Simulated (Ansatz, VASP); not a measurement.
# Zn16HNO15 (N-H pair in ZnO) in two plane-wave programs, part 2 of 2

Aim: how closely do two programs agree when they are given the same cell, functional and k mesh? The cell is taken from a series of runs on this material, whose earlier steps may have relaxed, scaled, displaced or heated it; both programs get it as it stands.

VASP 6.6.1 and Ansatz 0.2.0.

So far. Step 2 (VASP: single point, HSE06): The run ends at a pressure of -1.96 GPa, with forces up to 5.1 eV/Å.

### Step 3. Ansatz: single point, HSE06

Level of this step: Ansatz beside VASP: Kohn-Sham DFT, plane waves, HSE06 (Ansatz).

Ansatz runs on its default PAW (the set named soft_2) files.

The same cell, functional, mesh and smearing now go to Ansatz.

input.yaml reads:

```yaml
crystal:
  lattice:
    - [6.55903995, 0.0, 0.0]
    - [-3.27951997, 5.68029522, 0.0]
    - [0.0, 0.0, 10.58650209]
  atoms:
    - { symbol: Zn, position: [0.156729864, 0.32626812, 0.252004784] }
    - { symbol: Zn, position: [0.330006443, 0.164732253, -0.001206969] }
    - { symbol: O, position: [0.320970736, 0.160212478, 0.185645329] }
    - { symbol: O, position: [0.167376991, 0.325513326, 0.440841442] }
    - { symbol: Zn, position: [0.171019085, 0.332660399, 0.750260686] }
    - { symbol: Zn, position: [0.347587318, 0.173501651, 0.497946173] }
    - { symbol: O, position: [0.344064204, 0.17175823, 0.685045214] }
    - { symbol: O, position: [0.165560974, 0.332331992, 0.937356728] }
    - { symbol: Zn, position: [0.156725688, 0.829910383, 0.252001645] }
    - { symbol: Zn, position: [0.327112049, 0.663282748, 0.003720177] }
    - { symbol: O, position: [0.323656169, 0.661553718, 0.19198025] }
    - { symbol: O, position: [0.167389576, 0.841293702, 0.440833738] }
    - { symbol: Zn, position: [0.171026778, 0.837812698, 0.750264687] }
    - { symbol: Zn, position: [0.324386826, 0.661903231, 0.501074076] }
    - { symbol: O, position: [0.330468514, 0.664958399, 0.688214477] }
    - { symbol: O, position: [0.16556354, 0.832686582, 0.937358189] }
    - { symbol: Zn, position: [0.650646273, 0.325064678, 0.242125461] }
    - { symbol: Zn, position: [0.832042597, 0.163964336, -0.000355337] }
    - { symbol: O, position: [0.827610686, 0.160769417, 0.185770452] }
    - { symbol: "N", position: [0.704724025, 0.35209123, 0.430459751] }
    - { symbol: Zn, position: [0.673076435, 0.336269603, 0.7524806] }
    - { symbol: Zn, position: [0.826619362, 0.150923074, 0.508575999] }
    - { symbol: O, position: [0.83507195, 0.162079345, 0.694778238] }
    - { symbol: O, position: [0.665384763, 0.332425171, 0.939664888] }
    - { symbol: Zn, position: [0.660208167, 0.829840689, 0.25121043] }
    - { symbol: Zn, position: [0.83204513, 0.667542596, -0.000356011] }
    - { symbol: O, position: [0.827610132, 0.666316396, 0.185766543] }
    - { symbol: O, position: [0.654712097, 0.827076515, 0.439915632] }
    - { symbol: Zn, position: [0.66061657, 0.830029387, 0.755571401] }
    - { symbol: Zn, position: [0.826630598, 0.675134339, 0.508569349] }
    - { symbol: O, position: [0.835084394, 0.672453333, 0.694774515] }
    - { symbol: O, position: [0.658884562, 0.829173953, 0.941492484] }
    - { symbol: H, position: [0.924219515, 0.46178869, 0.390892101] }
basis:
  ecutwfc: 420
  xc_grid: 2
hamiltonian:
  xc: hse06
kpoints:
  mp_grid: { grid: [1, 1, 1] }
scf:
  occupations: { method: fermi_dirac, width: 0.01 }
  max_iter: 120
output:
  forces: true
checkpoint:
  read: "../relax.run"
```

Launch:

```bash
> ansatz run input.yaml --threads 4 --pin off --max-ram 7536MiB --backend cpu --events-out ev --progress --plain --runs-dir out
```

Numbers of over 12 decimals in the logs are rounded to 6 here.

What it wrote:

```text
Warning: checkpoint.read: the run can stay near the saved state's solution: 2 site(s) moved relative to the saved geometry (max |Δs| = 4.725e-2 fractional); the SCF starts from the saved state under `checkpoint.density_extrapolation: transplant`, in force with no word given; its orbitals are not used off its sites. A run without `checkpoint.read` takes nothing of the state. A lower free energy from it at the same positions (and U, V and field ramp, if any) shows a solution that this start missed, and an equal or higher one rules none out (checkpoint.read, Limitations, in the input reference)
exact exchange: scf.exx.singularity resolves to wigner_seitz, which cuts the screened interaction at the faces of the exchange supercell's Wigner-Seitz cell, so that each pair interacts once, at the shortest of its separations (the periodic images that this leaves out come, for a point-like exchange hole, to about 0.181 eV on a filled level). The cut falls within the interaction's reach, and what an exchange supercel [...]
Engine: ansatz 0.2.0, aarch64-unknown-linux-gnu
Pseudopotentials: kind: paw
Pseudopotential: Zn, paw, valence charge 12, recommended cutoff 420 eV (normal), Zn.paw.azcp
Pseudopotential: O, paw, valence charge 6, recommended cutoff 420 eV (normal), O.paw.azcp
Pseudopotential: N, paw, valence charge 5, recommended cutoff 420 eV (normal), N.paw.azcp
Pseudopotential: H, paw, valence charge 1, recommended cutoff 420 eV (normal), H.paw.azcp
Functional definition: HSE06
  parameter a = 0.25
  parameter omega = 0.11/bohr
  exchange = pbe_x - a*pbe_x_sr(omega) + a*exact_x_sr(omega)
  correlation = pbe_c
Crystal: 33 atoms, lattice volume = 394.424 Å³
Basis set: ecut = 420 eV, 7607 PW (Γ), exchange–correlation on 90×90×144 points (8 copies of the dense FFT grid, shifted against one another)
Bands: 177, of which v1, the nominal top of the filled ones, is band 144 counted from 1 (143 counted from 0)
Symmetry: 1 space group operations
Space group: P1 (ITA 1), of the structure as read, at distance tolerance 7.3e-5 Å
k-points: 1
Non-local potential: Zn, projectors of the file, l = 0: 2, l = 1: 2, l = 2: 3, l = 3: 1
Non-local potential: O, projectors of the file, l = 0: 2, l = 1: 2, l = 2: 1
Non-local potential: N, projectors of the file, l = 0: 2, l = 1: 2, l = 2: 1
Non-local potential: H, projectors of the file, l = 0: 2, l = 1: 1
PAW form: soft (Blöchl's): semilocal exchange-correlation on the pseudo side does not see the compensation charge
PAW frozen core: Zn, regenerated for the run's functional, and the local potential with it (the file was generated under x = pbe(κ = 0.804, μ = 0.219515), c = pbe(β = 0.066725))
PAW frozen core: O, regenerated for the run's functional, and the local potential with it (the file was generated under x = pbe(κ = 0.804, μ = 0.219515), c = pbe(β = 0.066725))
PAW frozen core: N, regenerated for the run's functional, and the local potential with it (the file was generated under x = pbe(κ = 0.804, μ = 0.219515), c = pbe(β = 0.066725))
PAW one-centre angular grid: Zn, 590 points (default); XC on 64 Gauss nodes
PAW one-centre angular grid: O, 110 points (default); XC on 96 Gauss nodes
PAW one-centre angular grid: N, 110 points (default); XC on 64 Gauss nodes
PAW one-centre angular grid: H, 110 points (default); XC on 64 Gauss nodes
Initial density: read from a saved state, or passed on in memory by an earlier SCF of this step, an earlier step, the calling program or the single point that the run made first, carried with its atoms to this geometry
Initial wavefunctions: pseudopotential atomic-orbital guess
Functional: x = pbe(κ = 0.804, μ = 0.219515), c = pbe(β = 0.066725), warm-up for x = pbe(κ = 0.804, μ = 0.219515) + 0.25 (exact − pbe) at short range (hse, ω = 0.207870 Å⁻¹), c = pbe(β = 0.066725); HSE06 as pw.x's `hse` composes it (authors' and Libxc's form: `xc: wpbeh`)
iter 1 solved again at ethr=8.80e-4 eV; its pass at ethr=1.00e-1 eV (dr2=2.54e0 eV) is discarded
[...]
SCF iter   8: F=-62014.249731 eV  HF=-62014.249736 eV  |F-HF|=4.36e-6  |Δ(HF+E_count)|=   1.53e-5  Δρ=4.85e-5  dr2=5.85e-6  ethr=2.60e-8  ⟨swp⟩=3.0  Hψ=355  notcnv=0
SCF 1 stopped early in 8 iterations: F = -62014.249731 eV  dr2 = 5.85e-6
  greatest PAW one-centre occupation: 0.987 electrons in one spin orbital (limit 2), on the Zn atom at site 5 (counted from 0), in its partial waves of l = 2
Initial density: handed on by an earlier stage of this run
Initial wavefunctions: those handed on with the density
Functional: x = pbe(κ = 0.804, μ = 0.219515) + 0.25 (exact − pbe) at short range (hse, ω = 0.207870 Å⁻¹), c = pbe(β = 0.066725); HSE06 as pw.x's `hse` composes it (authors' and Libxc's form: `xc: wpbeh`)
Exchange kernel: α = 0.2500, screened, ω = 0.2079 Å⁻¹, Wigner–Seitz truncation, v(0) = 690.4258 eV·Å³, q-mesh 1×1×1, nearest image of the exchange supercell L = 6.56 Å, pair-density grid 32×32×50, without the augmentation charges, whose exchange is taken in its separable form (sized by the pseudopotential files, 40×40×72 at the most)
Frozen-core exchange: fock
SCF iter   1: F=—  HF=-62012.753874 eV  |F-HF|=—  |Δ(HF+E_count)|=         —  Δρ=2.61e-2  dr2=1.45e0  ethr=2.03e-8  ⟨swp⟩=13.0  Hψ=1149  notcnv=0
[...]
SCF iter   7: F=—  HF=-62012.413892 eV  |F-HF|=—  |Δ(HF+E_count)|=   2.24e-3  Δρ=2.76e-4  dr2=2.29e-4  ethr=2.03e-8  ⟨swp⟩=5.0  Hψ=642  notcnv=0
SCF iter   8: F=-62012.413791 eV  HF=-62012.413847 eV  |F-HF|=5.58e-5  |Δ(HF+E_count)|=   4.55e-5  Δρ=1.32e-4  dr2=5.66e-5  ethr=2.03e-8  ⟨swp⟩=4.0  Hψ=393  notcnv=0
SCF 2 stopped early in 8 iterations: F = -62012.413791 eV  dr2 = 5.66e-5
  Residual-converged pass: ⟨swp⟩=4.0  Hψ=601  notcnv=0  max |occ|·‖R‖ = 2.1e-6 eV (tolerance 6.7e-6 eV)  dr2=5.75e-5  dr2_onsite=1.74e-5  max |Δocc| = 0.0e0
  greatest PAW one-centre occupation: 0.989 electrons in one spin orbital (limit 2), on the Zn atom at site 5 (counted from 0), in its partial waves of l = 2
hybrid outer 1: dexx = +1.937e-1 eV, tail = 6.05e-4 eV
Exchange kernel: α = 0.2500, screened, ω = 0.2079 Å⁻¹, Wigner–Seitz truncation, v(0) = 690.4258 eV·Å³, q-mesh 1×1×1, nearest image of the exchange supercell L = 6.56 Å, pair-density grid 32×32×50, without the augmentation charges, whose exchange is taken in its separable form (sized by the pseudopotential files, 40×40×72 at the most)
Frozen-core exchange: fock
SCF iter   1: F=—  HF=-62012.404721 eV  |F-HF|=—  |Δ(HF+E_count)|=         —  Δρ=7.83e-5  dr2=2.47e-5  ethr=1.05e-6  ⟨swp⟩=6.0  Hψ=399  notcnv=0
preconditioner: auto → none  [insulator: Δε(μ)=2.096 eV  Ē_g=14.944 eV  σ=0.010 eV  W_gap=1.00  n_scr=110 (ndim 8)  ℏωp=31.7 eV  f_vac=0.059  D(μ)=0.00/eV (n_scr^D=0)]
SCF iter   2: F=—  HF=-62012.404726 eV  |F-HF|=—  |Δ(HF+E_count)|=   4.80e-6  Δρ=3.43e-5  dr2=5.84e-6  ethr=7.60e-9  ⟨swp⟩=4.0  Hψ=530  notcnv=0
SCF iter   3: F=—  HF=-62012.404741 eV  |F-HF|=—  |Δ(HF+E_count)|=   1.47e-5  Δρ=2.54e-5  dr2=1.83e-6  ethr=1.11e-9  ⟨swp⟩=4.0  Hψ=591  notcnv=0
SCF iter   4: F=—  HF=-62012.404740 eV  |F-HF|=—  |Δ(HF+E_count)|=   4.04e-7  Δρ=6.13e-6  dr2=1.54e-7  ethr=5.41e-10  ⟨swp⟩=3.0  Hψ=374  notcnv=0
SCF iter   5: F=—  HF=-62012.404741 eV  |F-HF|=—  |Δ(HF+E_count)|=   4.65e-7  Δρ=5.77e-6  dr2=1.05e-7  ethr=3.23e-11  ⟨swp⟩=5.0  Hψ=552  notcnv=0
SCF iter   6: F=—  HF=-62012.404741 eV  |F-HF|=—  |Δ(HF+E_count)|=   2.87e-8  Δρ=7.92e-7  dr2=3.22e-9  ethr=3.23e-11  ⟨swp⟩=3.0  Hψ=383  notcnv=0
SCF iter   7: F=-62012.404741 eV  HF=-62012.404741 eV  |F-HF|=3.35e-9  |Δ(HF+E_count)|=   1.15e-8  Δρ=1.09e-6  dr2=3.94e-9  ethr=1.86e-12 (applied; sched 1.00e-12)  ⟨swp⟩=4.0  Hψ=461  notcnv=0
SCF 3 converged in 7 iterations: F = -62012.404741 eV  dr2 = 3.94e-9
  Residual-converged pass: ⟨swp⟩=3.0  Hψ=351  notcnv=0  max |occ|·‖R‖ = 8.2e-7 eV (tolerance 1.1e-6 eV)  dr2=3.96e-9  dr2_onsite=2.84e-10  max |Δocc| = 0.0e0
hybrid outer 2: dexx = +1.609e-5 eV, tail = 1.18e-7 eV, Δε = 3.89e-3 eV (about 6.91e-5 eV left of the loop's levels), ΔF = 3.99e-3 eV/Å (tail 7.68e-4)
hybrid SCF converged: 2 outer / 15 inner (+8 warm-up), last move |dexx| = 1.61e-5 eV, tail = 1.18e-7 eV
Stability not checked: this state was not tested for a lower state beside it, because the functional holds exact exchange (a hybrid, or Hartree-Fock), whose exchange loop this test does not read (fock_operator; see scf.lower_state_search)
Free energy (F): -62012.404739 eV
Frozen-core exchange: fock
Harris-Foulkes:  -62012.404739 eV  (|F-HF|=3.35e-9)
Internal energy: -62012.404739 eV  (E = F + TS)
E sigma→0 (E₀):  -62012.404739 eV
Fermi energy:    7.085270 eV
--- Per-component energies (eV) ---
  E_band       = -128.229756
  E_kinetic    = 4872.045498
  E_local      = -32460.922429  (includes V_loc(G=0)·N_el)
  E_nonlocal   = 10731.488941
  E_hartree    = 13425.583313
  E_xc         = -2663.780926
  E_vxc        = -1834.237343  (∫ρ·V_xc dr)
  E_exx        = -977.598205  (= α·E_x^exact, valence–valence)
  E_paw        = -31581.435656  (= ΣΔE_a)
  E_vpaw       = -6332.599362  (= ΣTr[D̂ρ^β])
  E_aug_tail   = 0.030233  (compensation charges beyond the density's cutoff)
  E_ewald      = -23367.644128
  E_core_change = 9.828623  (= ΣΔE_core)
  E_smearing   = -0.000000  (= −TS)
  E_closure    = -0.000003  (closes the sum)
  Σ components = -62012.404739   (vs F -62012.404739, Δ=0.00e0)
--- Forces (eV/Å), atoms counted from 1 ---
  atom   1  Zn    -0.01322485    -0.03146175    -0.03374764
  atom   2  Zn     0.00084522     0.00054270     0.00648352
  atom   3  O     -0.01109291    -0.00634719    -0.00103973
  atom   4  O      0.11772199    -0.09621646     0.06109329
  atom   5  Zn    -0.02607168     0.00942005     0.01076386
  atom   6  Zn    -0.17793376    -0.10266153     0.05922374
  atom   7  O      0.01878153     0.01081684    -0.06815537
  atom   8  O      0.00770365     0.00188814    -0.01248427
  atom   9  Zn    -0.03372133     0.00436826    -0.03368533
  atom  10  Zn     0.00461698     0.00264225    -0.00244748
  atom  11  O      0.00028866     0.00008764    -0.00073861
  atom  12  O     -0.02463912     0.15007543     0.06136956
  atom  13  Zn    -0.00488734    -0.02729237     0.01050900
  atom  14  Zn     0.03723029     0.02175627     0.03026766
  atom  15  O     -0.00243033    -0.00149285    -0.00561603
  atom  16  O      0.00553447     0.00569691    -0.01240657
  atom  17  Zn     0.15199095     0.08756213     0.22691142
  atom  18  Zn    -0.00079649    -0.00605743     0.01850561
  atom  19  O      0.03338032    -0.03527672    -0.04535702
  atom  20  N      4.17163364     2.40684230    -1.50127908
  atom  21  Zn     0.02126559     0.01216132    -0.00001089
  atom  22  Zn    -0.13173391     0.19519423    -0.13810859
  atom  23  O      0.01391791    -0.00123854     0.00889126
  atom  24  O     -0.00413134    -0.00241950    -0.01294635
  atom  25  Zn     0.01786547     0.01029990    -0.00468188
  atom  26  Zn    -0.00574236     0.00233430     0.01837007
  atom  27  O     -0.01376218     0.04638079    -0.04514391
  atom  28  O      0.01036315     0.00596235    -0.00533694
  atom  29  Zn     0.00497580     0.00305840     0.00446416
  atom  30  Zn     0.10317200    -0.21128453    -0.13808304
  atom  31  O      0.00576657     0.01255547     0.00892419
  atom  32  O     -0.00590177    -0.00348612    -0.01319750
  atom  33  H     -4.27143390    -2.46465404     1.54882280
  max |Σ_I F_I| component: 4.49e-4 eV/Å
--- Band table (eV) ---
  k-point 0: bands = [... 140 lower, 5.4710, 5.5808, 5.8987, 6.0377, 8.1329]
  guard bands above this table: 32 of the run's 177 bands. The solve was not asked for them (output.publish_guard_bands: true or output.eigenvalues: true publishes all)
```

Reading the cycles: dr2 is the Hartree energy of the density residual (eV), the measure of convergence; HF is the Harris–Foulkes estimate of the energy, which meets the free energy F at convergence.

### Step 4. Side by side

Known differences besides the potentials themselves: exact exchange at q = 0 is treated differently, which shows on coarse meshes; VASP keeps PBE cores, Ansatz makes them for the functional; the cutoff is 420 eV in Ansatz and 520 eV in VASP (PREC = Accurate, projectors in real space); VASP takes a coarser grid for exact exchange (PRECFOCK = Fast). Total energies have different zeros and are not compared.

The two programs side by side:

```csv
quantity,Ansatz,VASP,difference
gap on the k mesh (eV),2.095,2.103,-0.008
```

Forces on 7 of the 33 atoms, those with the largest forces and the largest differences (eV/Å; atoms numbered as in POSCAR):

```csv
atom,"Ansatz x, y, z","VASP x, y, z"
Zn4,"-0.178, -0.103, 0.059","-0.123, -0.071, 0.042"
Zn9,"0.152, 0.088, 0.227","0.153, 0.088, 0.252"
Zn12,"-0.132, 0.195, -0.138","-0.145, 0.208, -0.146"
Zn16,"0.103, -0.211, -0.138","0.108, -0.229, -0.146"
O22,"-0.025, 0.150, 0.061","-0.036, 0.134, 0.061"
N32,"4.172, 2.407, -1.501","4.143, 2.390, -1.500"
H33,"-4.271, -2.465, 1.549","-4.233, -2.443, 1.540"
```

The forces differ by 11 meV/Å r.m.s., which is 1.5 % of the r.m.s. force of 0.723 eV/Å (both taken over all components). A gap on the mesh is an upper bound, since the band edges may lie between its points.

### Step 5. Results

```
r.m.s. force difference (single point, HSE06) : 1.5 % of the r.m.s. force
```

The r.m.s. force difference is 1.5 % of the r.m.s. force (single point, HSE06), within the 3 % picked in this series as the mark of a large difference. Such differences can come from data sets, numerical settings and the points named under the comparisons, not from the functional's error against experiment.

[Lines on the potential files, build, host, timing and source positions are cut from VASP's logs without a mark.]

[Logs are printed without paths, hosts, clocks, repeated set-up lines and the standing remarks that a program may print on its own settings, such as how far it seeks lower states.]

[Hosts, paths, dates, database ids (printed as entryN), source tags and the programs' standing remarks are cut or masked in the printed files.]
